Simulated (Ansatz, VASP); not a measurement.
# LiCl in VASP and in Ansatz

INCAR

```
SYSTEM = LiCl
ALGO     = Normal         ! electronic algorithm
EDIFF    = 1E-7           ! SCF threshold, eV
ENCUT    = 520            ! plane-wave cutoff, eV
GGA      = CA             ! functional
ISIF     = 2              ! what is computed and relaxed
ISMEAR   = 0              ! smearing method
LASPH    = .TRUE.         ! aspherical terms in the spheres
LCHARG   = .TRUE.         ! write CHGCAR
LELF     = .TRUE.         ! ELF
LREAL    = .FALSE.        ! projectors in reciprocal space
LVHAR    = .TRUE.       
LWAVE    = .FALSE.        ! write WAVECAR
NBANDS   = 18             ! bands
NELM     = 80             ! most SCF steps
PREC     = Accurate       ! precision mode
SIGMA    = 0.05           ! smearing width, eV
```

The input KPOINTS:

```
k-points
0
G
  9 9 4
  0 0 0
```

File POSCAR:

```
LiCl
1.0
    4.1015019077      0.0000000000      0.0000000000
   -2.0507509539      3.5520048457      0.0000000000
    0.0000000000      0.0000000000      6.3571610000
Li Cl
2 2
Direct
    0.6666666667      0.3333333333      0.8760170000
    0.3333333333      0.6666666667      0.3760170000
    0.6666666667      0.3333333333      0.4989840000
    0.3333333333      0.6666666667      0.9989840000
```

Input for Ansatz:

```yaml
crystal:
  lattice:
    - [4.1015019077, 0.0, 0.0]
    - [-2.0507509539, 3.5520048457, 0.0]
    - [0.0, 0.0, 6.357161]
  atoms:
    - { symbol: Li, position: [0.6666666667, 0.3333333333, 0.876017] }
    - { symbol: Li, position: [0.3333333333, 0.6666666667, 0.376017] }
    - { symbol: Cl, position: [0.6666666667, 0.3333333333, 0.498984] }
    - { symbol: Cl, position: [0.3333333333, 0.6666666667, 0.998984] }
basis:
  ecutwfc: 420
kpoints:
  mp_grid: { grid: [9, 9, 4] }
hamiltonian:
  xc: lda
scf:
  occupations: { method: gaussian, width: 0.05 }
output:
  forces: true
  stress: true
  eigenvalues: true
```

Change from the starting cell: strain +0.0450 x Voigt [1, 1, 0, 0, 0, 0], atoms carried along.

Alike in both runs: task single point; functional LDA; k mesh 9 × 9 × 4; occupations gaussian, width 0.05 eV; no spin polarisation.

```csv
,VASP,Ansatz
version,VASP 6.6.1,Ansatz 0.2.0
potentials or method,"VASP PAW LDA potentials, release 64 (Li_sv, Cl)","scalar-relativistic, plane waves, PAW"
plane-wave cutoff (eV),520,420
valence electrons in the cell,20,20
```

|  | VASP | Ansatz | Ansatz less VASP |
| --- | --- | --- | --- |
| gap on the k mesh at the Fermi level (eV) | 5.22 | 5.21 | -0.010 |
| least direct gap on the mesh (eV) | 5.22 | 5.21 | -0.010 |
| rms of the force components (eV/Å) | 0.040 | 0.039 | -0.0006 |

Atom by atom the forces differ by 0.001 eV/Å (rms over components).

Caveats: an odd mesh through Γ misses points on the zone boundary, where band edges often lie.
